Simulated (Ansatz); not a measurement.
CdS: pressure as volume per atom varies

Results calculated with Ansatz 0.2.0, not measured. Density functional stress and forces at fixed atoms, pressure and stress positive in compression, spin-unpolarised plane waves.

Cell of the first row (space group F-43m, No. 216):
```
CdS
1.0
      0.0000     2.7655     2.7655
      2.7655     0.0000     2.7655
      2.7655     2.7655     0.0000
Cd S
1 1
Direct
  0.00000 0.00000 0.00000
  0.25000 0.25000 0.25000
```

Settings of every row: periodic directions 3; functional PBE; spin orbit no; potentials PAW; wave cutoff 420 eV; k mesh 8x8x8; smearing width 0.02 eV.

| row | volume per atom (Å³) | pressure (GPa) |
| --- | --- | --- |
| 1 | 21.151 | ? |
| 2 | 22.465 | 10.99 |
| 3 | 23.899 | 5.53 |
| 4 | 24.266 | 4.38 |
| 5 | 24.638 | 3.31 |
| 6 | 24.697 | 3.15 |
| 7 | 26.161 | -0.28 |
| 8 | 26.946 | -1.72 |
| 9 | 27.746 | -2.96 |
| 10 | 28.562 | -4.02 |
| 11 | 29.961 | -5.44 |

Question: what pressure should row 1 give?

Worked fit of pressure. Take u = (V_r/V)^(2/3) − 1 with V_r = 25.429 Å³ an atom, which is twice the finite (Eulerian) strain; such expansions in the strain, on which the Birch-Murnaghan equation of state is built, carry the rest volume and the bulk modulus. The shown rows have u = 0.08613, 0.04224, 0.0317, 0.02129, 0.01966, -0.01874, -0.03789, -0.05648, -0.07453, -0.10357. Least squares give pressure = 1.299 + 89.031 × u + 253.88 × u² + 218.2 × u³ GPa; a parabola predicts inner rows, each left out in turn, worse (root mean square 0.043 against 0.0028 GPa). All shown rows lie on it to the printed digit. The pressure vanishes at u = -0.0152, or V = 26.02 Å³ an atom, and there the bulk modulus with atoms relaxed is B = −V dP/dV = (2/3)(1 + u) dP/du = 53.5 GPa. The withheld row has u = 0.13066, so the fit gives 1.299 + 89.031 × (0.13066) + 253.88 × (0.13066)² + 218.2 × (0.13066)³ = 17.75 GPa.

The calculation gave 17.79 GPa. The fit lies 0.04 GPa (0.17 % of the column's range) below it; its largest miss of a shown row is 0.00 GPa. This row lies beyond the range of the fit.
